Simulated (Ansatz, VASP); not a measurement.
# Pb: VASP beside Ansatz

Contents of INCAR:

```
PREC = Accurate
ENCUT = 520
EDIFF = 1E-6
ISMEAR = 0
SIGMA = 0.1
LREAL = F
LASPH = T
NELM = 100
ALGO = Normal
ISIF = 2
LWAVE = F
LCHARG = T
GGA = PE
LELF = T
LVHAR = T
NBANDS = 21
```

KPOINTS

```
Automatic mesh
0
Gamma
  12 12 8
```

File POSCAR:

```
Pb
1.0
    3.5173062980      0.0093264019     -0.0812928161
   -1.7505762481      3.0456929580      0.1310594782
   -0.1305824000      0.1677000000      5.6967131000
Pb
2
Direct
    0.3053161093      0.5979885431      0.2747728086
    0.6946838907      0.4020114569      0.7252271914
```

Input for Ansatz:

```yaml
crystal:
  lattice:
    - [3.517306298, 0.0093264019, -0.0812928161]
    - [-1.7505762481, 3.045692958, 0.1310594782]
    - [-0.1305824, 0.1677, 5.6967131]
  atoms:
    - { symbol: Pb, position: [0.3053161093, 0.5979885431, 0.2747728086] }
    - { symbol: Pb, position: [0.6946838907, 0.4020114569, 0.7252271914] }
basis:
  ecutwfc: 420
kpoints:
  mp_grid: { grid: [12, 12, 8] }
hamiltonian:
  xc: pbe
scf:
  occupations: { method: gaussian, width: 0.1 }
output:
  forces: true
  stress: true
  eigenvalues: true
```

Change from the starting cell: all atoms moved at random, cell strained at random.

Alike in both runs: task single point; functional PBE; k mesh 12 × 12 × 8; occupations gaussian, width 0.1 eV; no spin polarisation.

```csv
,VASP,Ansatz
version,VASP 6.6.1,Ansatz 0.2.0
potentials or method,"VASP PAW PBE potentials, release 64 (Pb_d)","scalar-relativistic, plane waves, PAW"
plane-wave cutoff (eV),520,420
valence electrons in the cell,28,28
```

|  | VASP | Ansatz | Ansatz less VASP |
| --- | --- | --- | --- |
| gap on the k mesh at the Fermi level (eV) | none | none | - |
| pressure (GPa) | 3.7 | 3.8 | +0.08 |
| largest component of the traceless stress (GPa) | 2.62 | 2.62 | +0.003 |
| rms of the force components (eV/Å) | 0.576 | 0.574 | -0.0015 |

Atom by atom the forces differ by 0.001 eV/Å (rms over components). A gap of «none» marks a metal or a gap that the smearing closes.

The runs have no spin-orbit coupling, so splittings on Pb are missing.
